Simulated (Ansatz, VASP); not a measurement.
# ZnSe in VASP and in Ansatz

File INCAR:

```
  PREC = Accurate
  ENCUT = 520
  EDIFF = 1E-7
  ISMEAR = -1
  SIGMA = 0.03
  LREAL = False
  LASPH = True
  NELM = 100
  ALGO = Normal
  ISIF = 2
  LWAVE = False
  LCHARG = False
  NBANDS = 16
```

KPOINTS

```
regular mesh
0
Gamma
  8 8 8
```

File POSCAR:

```
ZnSe
1.0
    0.0000000000      2.7759511149      2.7759511149
    2.7759511149      0.0000000000      2.7759511149
    2.7759511149      2.7759511149      0.0000000000
Zn Se
1 1
Direct
    0.0000000000      0.0000000000      0.0000000000
    0.7500000000      0.7500000000      0.7500000000
```

Input for Ansatz:

```yaml
crystal:
  lattice:
    - [0.0, 2.7759511149, 2.7759511149]
    - [2.7759511149, 0.0, 2.7759511149]
    - [2.7759511149, 2.7759511149, 0.0]
  atoms:
    - { symbol: Zn, position: [0.0, 0.0, 0.0] }
    - { symbol: Se, position: [0.75, 0.75, 0.75] }
kpoints:
  mp_grid: { grid: [8, 8, 8] }
  band_path:
    path:
      - [0.0, 0.0, 0.0]
      - [-0.5, -0.5, 0.0]
      - [-0.375, -0.375, 0.25]
      - [-0.375, 0.0, 0.375]
      - [0.0, 0.0, 0.0]
      - [0.0, 0.0, 0.5]
      - [-0.5, -0.25, 0.25]
      - [-0.5, -0.5, 0.0]
    npoints: 5
scf:
  occupations: { method: fermi_dirac, width: 0.03 }
hamiltonian:
  xc: lda
  pseudopotentials: { kind: all_electron, lapw: { basis_error: 0.00025 } }
output:
  forces: true
  stress: true
  eigenvalues: true
```

Change from the starting cell: volume scaled by 0.94.

Alike in both runs: task single point; functional LDA; k mesh 8 × 8 × 8; occupations fermi-dirac, width 0.03 eV; no spin polarisation.

|  | VASP | Ansatz |
| --- | --- | --- |
| version | VASP 6.6.1 | Ansatz 0.2.0 |
| potentials or method | VASP PAW LDA potentials, release 64 (Zn, Se) | all-electron LAPW, scalar-relativistic |
| plane-wave cutoff (eV) | 520 | see its input |

|  | VASP | Ansatz | Ansatz less VASP |
| --- | --- | --- | --- |
| gap on the k mesh at the Fermi level (eV) | 1.33 | 1.29 | -0.040 |
| pressure (GPa) | 1.0 | 0.6 | -0.37 |

Ansatz ran all-electron here, so the differences hold the error of VASP's frozen core and of both bases.
